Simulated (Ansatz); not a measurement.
**Copper, fcc under LDA: testing the plane-wave cutoff**

How high must the plane-wave cutoff be for energy and pressure to settle? The geometry was relaxed under LDA beforehand and stays fixed; 9 values are run, from 150 to 800 eV. Wanted are the values from which on the energy stays within 10 and 1 meV/atom, and the pressure within 0.5 GPa, of the last run. Within the series other settings stay, but some runs also write fields, which adds to their time. Spin polarisation is left out.

Program: Ansatz 0.2.0. Level of theory: DFT LDA, plane waves with PAW, scalar-relativistic. These are calculated values, not measurements.

## Step 1: The starting structure

It takes space group Fm-3m (No. 225, cubic). The conventional cell has a = 3.518 Å, b = 3.518 Å, c = 3.518 Å, α = 90.00°, β = 90.00°, γ = 90.00°. Cu (site symmetry m-3m) has 12 Cu at 2.49 Å as nearest neighbours.

As a file:

```
Cu
1.0
     0.00000    1.75882    1.75882
     1.75882    0.00000    1.75882
     1.75882    1.75882    0.00000
Cu
1
Direct
  0.00000 0.00000 0.00000
```

## Step 2: A run at the usual settings, for scale

input.yaml

```yaml
crystal:
  lattice:
    - [0.0, 1.7588202533, 1.7588202533]
    - [1.7588202533, 0.0, 1.7588202533]
    - [1.7588202533, 1.7588202533, 0.0]
  atoms:
    - { symbol: Cu, position: [0.0, 0.0, 0.0] }
hamiltonian:
  xc: lda
  pseudopotentials:
    kind: paw
    azcp:
      Cu: "pseudopotentials/Cu.paw.azcp"
basis:
  ecutwfc: 420
  fft_grid_basis: typed
kpoints:
  mp_grid: { grid: [25, 25, 25], shift: [0, 0, 0] }
magnetization:
  spin_polarized: false
scf:
  occupations: { method: fermi_dirac, width: 0.1 }
  lower_state_search: "off"
output:
  stress: true
```

On the command line:

```bash
$ ansatz run input.yaml --threads 2 --pin off --max-ram 5120MiB --backend cpu --events-out ev --progress --plain --runs-dir out
```

Output, cut to the lines that bear on the results:

```text
Warning: <dir> the record states the generating functional pbe (its physics header spells it `PBE`), which answers neither for hamiltonian.xc's functional nor for the lda family's — results may be inconsistent (PPs are generated against a specific XC)
Warning: RAYON_NUM_THREADS=2 ignored (pool sized by the plan → 2); use --threads N
[...]
Pseudopotentials: kind: paw
Pseudopotential: Cu, paw, valence charge 19, recommended cutoff 420 eV (normal), <dir>
Functional definition: SPW92
[...]
Crystal: 1 atoms, lattice volume = 10.882 Å³
Basis set: ecut = 420 eV, 181 PW (Γ)
Bands: 14, of which v1, the nominal top of the filled ones, is band 10 counted from 1 (9 counted from 0)
Symmetry: 48 space group operations
Space group: Fm-3m (ITA 225), of the structure as read, at distance tolerance 2.2e-5 Å
k-points: 455 of 15625
[...]
SCF iter   1: F=—  HF=-6555.732708 eV  |F-HF|=—  |Δ(HF+E_count)|=         —  Δρ=2.32e-2  dr2=2.57e-2  ethr=1.77e-3  ⟨swp⟩=5.2  Hψ=32199  notcnv=0
[...]
SCF iter   6: F=-6555.725680 eV  HF=-6555.725680 eV  |F-HF|=0.00e0  |Δ(HF+E_count)|=  5.00e-11  Δρ=3.65e-7  dr2=3.29e-12  ethr=1.00e-12  ⟨swp⟩=1.4  Hψ=17373  notcnv=0
[...]
SCF converged after 6 iterations
Free energy (F): -6555.725680 eV
[...]
E sigma→0 (E₀):  -6555.720628 eV
Entropy (-TS):   -0.010105 eV (-10.105 meV/atom)
Fermi energy:    18.202153 eV
[...]
--- Stress (GPa, compression-positive) ---
        0.113741       0.000000       0.000000
       -0.000000       0.113741       0.000000
        0.000000      -0.000000       0.113741
  P = ⅓ Tr σ = 0.1137 GPa (1.137 kbar)
```

Wall time 3.4 s (2 threads of Arm Neoverse N1, shared host); peak memory 0.34 GiB.

## Step 3: Run at 150 eV

The run at 150 eV.

input.yaml: that of step 2 with these lines changed.

```diff
@@ -14,6 +14,6 @@
 basis:
-  ecutwfc: 420
+  ecutwfc: 150
   fft_grid_basis: typed
 kpoints:
-  mp_grid: { grid: [25, 25, 25], shift: [0, 0, 0] }
+  mp_grid: { grid: [15, 15, 15], shift: [0, 0, 0] }
 magnetization:
@@ -25 +25,5 @@
   stress: true
+  write_density: true
+  write_potential: true
+  elf: true
+  volumetric_format: npy
```

On the command line:

```bash
$ ansatz run input.yaml --threads 2 --pin off --max-ram 5120MiB --backend cpu --events-out ev --progress --plain --runs-dir out
```

Output, cut to the lines that bear on the results:

```text
Warning: basis.ecutwfc = 150 eV is below the records' recommended 420 eV, and the density's cutoff is lower with it unless basis.ecutrho_ratio is high enough to keep the records' density cutoff: compare with a run at a higher cutoff
Warning: <dir> the record states the generating functional pbe (its physics header spells it `PBE`), which answers neither for hamiltonian.xc's functional nor for the lda family's — results may be inconsistent (PPs are generated against a specific XC)
Warning: RAYON_NUM_THREADS=2 ignored (pool sized by the plan → 2); use --threads N
[...]
Pseudopotentials: kind: paw
Pseudopotential: Cu, paw, valence charge 19, recommended cutoff 420 eV (normal), <dir>
Functional definition: SPW92
[...]
Crystal: 1 atoms, lattice volume = 10.882 Å³
Basis set: ecut = 150 eV, 59 PW (Γ)
Bands: 14, of which v1, the nominal top of the filled ones, is band 10 counted from 1 (9 counted from 0)
Symmetry: 48 space group operations
Space group: Fm-3m (ITA 225), of the structure as read, at distance tolerance 2.2e-5 Å
k-points: 120 of 3375
[...]
SCF iter   1: F=—  HF=-6492.852990 eV  |F-HF|=—  |Δ(HF+E_count)|=         —  Δρ=8.80e-1  dr2=3.62e1  ethr=1.77e-3  ⟨swp⟩=1.1  Hψ=5524  notcnv=0
[...]
SCF iter   8: F=-6465.578717 eV  HF=-6465.578717 eV  |F-HF|=2.33e-8  |Δ(HF+E_count)|=   9.35e-7  Δρ=2.24e-5  dr2=3.32e-8  ethr=5.26e-10  ⟨swp⟩=4.6  Hψ=8069  notcnv=0
[...]
SCF converged after 8 iterations
Free energy (F): -6465.578717 eV
[...]
E sigma→0 (E₀):  -6465.575181 eV
Entropy (-TS):   -0.007071 eV (-7.071 meV/atom)
Fermi energy:    17.541465 eV
[...]
--- Stress (GPa, compression-positive) ---
      144.044763      -0.000000       0.000000
       -0.000000     144.044763      -0.000000
        0.000000      -0.000000     144.044763
  P = ⅓ Tr σ = 144.0448 GPa (1440.448 kbar)
--- Band table (eV; the first three rows and the last of 120) ---
  k-point 0: bands = ["-110.5104", "-67.3007", "-67.3007", "-67.3007", "3.3827", "3.3827", "3.3827", "4.6468", "4.6468", "7.8601", "42.1898", "44.7701", "44.7701", "44.7701"]
[...]
```

It took 0.93 s on 2 threads of Arm Neoverse N1, shared host; peak memory 0.25 GiB.

## Step 4: Run at 200 eV

The run at 200 eV.

input.yaml: that of step 3 with these lines changed.

```diff
@@ -14,3 +14,3 @@
 basis:
-  ecutwfc: 150
+  ecutwfc: 200
   fft_grid_basis: typed
@@ -25,5 +25 @@
   stress: true
-  write_density: true
-  write_potential: true
-  elf: true
-  volumetric_format: npy
```

On the command line:

```bash
$ ansatz run input.yaml --threads 2 --pin off --max-ram 5120MiB --backend cpu --events-out ev --progress --plain --runs-dir out
```

Output, cut to the lines that bear on the results:

```text
Warning: basis.ecutwfc = 200 eV is below the records' recommended 420 eV, and the density's cutoff is lower with it unless basis.ecutrho_ratio is high enough to keep the records' density cutoff: compare with a run at a higher cutoff
Warning: <dir> the record states the generating functional pbe (its physics header spells it `PBE`), which answers neither for hamiltonian.xc's functional nor for the lda family's — results may be inconsistent (PPs are generated against a specific XC)
Warning: RAYON_NUM_THREADS=2 ignored (pool sized by the plan → 2); use --threads N
[...]
Pseudopotentials: kind: paw
Pseudopotential: Cu, paw, valence charge 19, recommended cutoff 420 eV (normal), <dir>
Functional definition: SPW92
[...]
Crystal: 1 atoms, lattice volume = 10.882 Å³
Basis set: ecut = 200 eV, 65 PW (Γ)
Bands: 14, of which v1, the nominal top of the filled ones, is band 10 counted from 1 (9 counted from 0)
Symmetry: 48 space group operations
Space group: Fm-3m (ITA 225), of the structure as read, at distance tolerance 2.2e-5 Å
k-points: 120 of 3375
[...]
SCF iter   1: F=—  HF=-6543.691062 eV  |F-HF|=—  |Δ(HF+E_count)|=         —  Δρ=2.59e-1  dr2=2.86e0  ethr=1.77e-3  ⟨swp⟩=3.3  Hψ=7149  notcnv=0
[...]
SCF iter   7: F=-6540.522777 eV  HF=-6540.522777 eV  |F-HF|=1.74e-8  |Δ(HF+E_count)|=   7.16e-7  Δρ=1.94e-5  dr2=2.47e-8  ethr=5.26e-10  ⟨swp⟩=2.1  Hψ=5405  notcnv=0
[...]
SCF converged after 7 iterations
Free energy (F): -6540.522777 eV
[...]
E sigma→0 (E₀):  -6540.517833 eV
Entropy (-TS):   -0.009888 eV (-9.888 meV/atom)
Fermi energy:    17.064610 eV
[...]
--- Stress (GPa, compression-positive) ---
      -14.274527      -0.000000       0.000000
       -0.000000     -14.274527      -0.000000
       -0.000000      -0.000000     -14.274527
  P = ⅓ Tr σ = -14.2745 GPa (-142.745 kbar)
```

It took 0.82 s on 2 threads of Arm Neoverse N1, shared host; peak memory 0.24 GiB.

## Step 5: Run at 250 eV

The run at 250 eV.

input.yaml: that of step 4 with these lines changed.

```diff
@@ -14,3 +14,3 @@
 basis:
-  ecutwfc: 200
+  ecutwfc: 250
   fft_grid_basis: typed
```

On the command line:

```bash
$ ansatz run input.yaml --threads 2 --pin off --max-ram 5120MiB --backend cpu --events-out ev --progress --plain --runs-dir out
```

Output, cut to the lines that bear on the results:

```text
Warning: basis.ecutwfc = 250 eV is below the records' recommended 420 eV, and the density's cutoff is lower with it unless basis.ecutrho_ratio is high enough to keep the records' density cutoff: compare with a run at a higher cutoff
Warning: <dir> the record states the generating functional pbe (its physics header spells it `PBE`), which answers neither for hamiltonian.xc's functional nor for the lda family's — results may be inconsistent (PPs are generated against a specific XC)
Warning: RAYON_NUM_THREADS=2 ignored (pool sized by the plan → 2); use --threads N
[...]
Pseudopotentials: kind: paw
Pseudopotential: Cu, paw, valence charge 19, recommended cutoff 420 eV (normal), <dir>
Functional definition: SPW92
[...]
Crystal: 1 atoms, lattice volume = 10.882 Å³
Basis set: ecut = 250 eV, 113 PW (Γ)
Bands: 14, of which v1, the nominal top of the filled ones, is band 10 counted from 1 (9 counted from 0)
Symmetry: 48 space group operations
Space group: Fm-3m (ITA 225), of the structure as read, at distance tolerance 2.2e-5 Å
k-points: 120 of 3375
[...]
SCF iter   1: F=—  HF=-6553.494024 eV  |F-HF|=—  |Δ(HF+E_count)|=         —  Δρ=6.98e-2  dr2=1.98e-1  ethr=1.77e-3  ⟨swp⟩=3.6  Hψ=7363  notcnv=0
[...]
SCF iter   6: F=-6553.111726 eV  HF=-6553.111726 eV  |F-HF|=1.29e-10  |Δ(HF+E_count)|=   3.01e-8  Δρ=2.17e-6  dr2=2.12e-10  ethr=5.26e-10  ⟨swp⟩=3.0  Hψ=4076  notcnv=0
[...]
SCF converged after 6 iterations
Free energy (F): -6553.111726 eV
[...]
E sigma→0 (E₀):  -6553.106662 eV
Entropy (-TS):   -0.010129 eV (-10.129 meV/atom)
Fermi energy:    17.833126 eV
[...]
--- Stress (GPa, compression-positive) ---
       -2.108915       0.000000       0.000000
       -0.000000      -2.108915      -0.000000
        0.000000      -0.000000      -2.108915
  P = ⅓ Tr σ = -2.1089 GPa (-21.089 kbar)
```

Run time: 0.83 s. Hardware: 2 threads of Arm Neoverse N1, shared host; peak memory 0.25 GiB.

## Step 6: Run at 300 eV

The run at 300 eV.

input.yaml: that of step 5 with these lines changed.

```diff
@@ -14,3 +14,3 @@
 basis:
-  ecutwfc: 250
+  ecutwfc: 300
   fft_grid_basis: typed
```

On the command line:

```bash
$ ansatz run input.yaml --threads 2 --pin off --max-ram 5120MiB --backend cpu --events-out ev --progress --plain --runs-dir out
```

Output, cut to the lines that bear on the results:

```text
Warning: basis.ecutwfc = 300 eV is below the records' recommended 420 eV, and the density's cutoff is lower with it unless basis.ecutrho_ratio is high enough to keep the records' density cutoff: compare with a run at a higher cutoff
Warning: <dir> the record states the generating functional pbe (its physics header spells it `PBE`), which answers neither for hamiltonian.xc's functional nor for the lda family's — results may be inconsistent (PPs are generated against a specific XC)
Warning: RAYON_NUM_THREADS=2 ignored (pool sized by the plan → 2); use --threads N
[...]
Pseudopotentials: kind: paw
Pseudopotential: Cu, paw, valence charge 19, recommended cutoff 420 eV (normal), <dir>
Functional definition: SPW92
[...]
Crystal: 1 atoms, lattice volume = 10.882 Å³
Basis set: ecut = 300 eV, 137 PW (Γ)
Bands: 14, of which v1, the nominal top of the filled ones, is band 10 counted from 1 (9 counted from 0)
Symmetry: 48 space group operations
Space group: Fm-3m (ITA 225), of the structure as read, at distance tolerance 2.2e-5 Å
k-points: 120 of 3375
[...]
SCF iter   1: F=—  HF=-6555.453406 eV  |F-HF|=—  |Δ(HF+E_count)|=         —  Δρ=2.79e-2  dr2=3.46e-2  ethr=1.77e-3  ⟨swp⟩=4.7  Hψ=7820  notcnv=0
[...]
SCF iter   7: F=-6555.411002 eV  HF=-6555.411002 eV  |F-HF|=1.41e-10  |Δ(HF+E_count)|=   2.90e-8  Δρ=1.28e-6  dr2=8.76e-11  ethr=1.51e-10  ⟨swp⟩=3.0  Hψ=4451  notcnv=0
[...]
SCF converged after 7 iterations
Free energy (F): -6555.411002 eV
[...]
E sigma→0 (E₀):  -6555.406279 eV
Entropy (-TS):   -0.009445 eV (-9.445 meV/atom)
Fermi energy:    18.168701 eV
[...]
--- Stress (GPa, compression-positive) ---
        4.270026       0.000000      -0.000000
        0.000000       4.270026       0.000000
       -0.000000      -0.000000       4.270026
  P = ⅓ Tr σ = 4.2700 GPa (42.700 kbar)
```

It took 0.97 s on 2 threads of Arm Neoverse N1, shared host; peak memory 0.25 GiB.

[end of part 1 of 2]
